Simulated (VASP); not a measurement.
Set up this calculation in VASP 6.6.1, as the native input.

```
Task                   : relaxation of cell and atoms
Functional             : revPBE
Dispersion             : D3
Potentials or basis    : VASP PAW PBE potentials, release 64 (S, Be)
Cutoff                 : 600 eV
k mesh                 : 9 × 9 × 9
Occupations            : fermi-dirac, width 0.05 eV
Spin                   : no spin polarisation
Further INCAR settings : ALGO = Fast; EDIFF = 1e-07; IBRION = 2; EDIFFG = -0.02; NSW = 60; ISIF = 3
```

The structure of BeS lies in POSCAR:

```
BeS
1.0
    0.0000000000      2.4250000000      2.4250000000
    2.4250000000      0.0000000000      2.4250000000
    2.4250000000      2.4250000000      0.0000000000
S Be
1 1
Direct
    0.7500000000      0.7500000000      0.7500000000
    0.0000000000      0.0000000000      0.0000000000
```

These files were run (other wordings do the same):

INCAR

```
SYSTEM = BeS
PREC     = Accurate       ! precision mode
ENCUT    = 600            ! plane-wave cutoff, eV
EDIFF    = 1E-7           ! SCF threshold, eV
ISMEAR   = -1             ! smearing method
SIGMA    = 0.05           ! smearing width, eV
LREAL    = .FALSE.        ! projectors in reciprocal space
LASPH    = .TRUE.         ! aspherical terms in the spheres
NELM     = 60             ! most SCF steps
ALGO     = Fast           ! electronic algorithm
ISIF     = 3              ! what is computed and relaxed
LWAVE    = .FALSE.        ! write WAVECAR
LCHARG   = .FALSE.        ! write CHGCAR
GGA      = RE             ! functional
IVDW     = 11             ! dispersion correction
IBRION   = 2              ! ionic algorithm
NSW      = 60             ! ionic steps
EDIFFG   = -0.02          ! ionic threshold
```

KPOINTS

```
regular mesh
0
G
  9 9 9
  0 0 0
```

Potentials or basis: VASP PAW PBE potentials, release 64 (S, Be).

Command:

```console
$ cat potpaw_PBE.64/S/POTCAR potpaw_PBE.64/Be/POTCAR > POTCAR
$ mpirun -np 1 vasp_std > vasp.out
```

Results of the run:

| Quantity | Value |
| --- | --- |
| Relaxed volume | 14.12 Å³/atom |
| Relaxed cell | a = 3.418 Å, b = 3.418 Å, c = 3.418 Å, α = 60.00°, β = 60.00°, γ = 60.00° |
| Space group after relaxing (to 0.05 Å) | F-43m (No. 216) |
| Energy gained by relaxing | 0.2 meV/atom |
| Ionic steps | 2 |
| Pressure after relaxing | 0.2 GPa |
| Band gap on the k mesh | 3.26 eV, indirect (least direct gap 5.71 eV) |
| Dispersion energy per atom | -0.398 eV |

Caveat: the PAW data sets were made with another functional, which shifts forces and pressure a little; an odd mesh through Γ misses points on the zone boundary, where band edges often lie.

It took 14 s on 1 thread of Intel(R) Xeon(R) Platinum 8488C (Sapphire Rapids), on a shared host, peak memory 0.16 GiB.
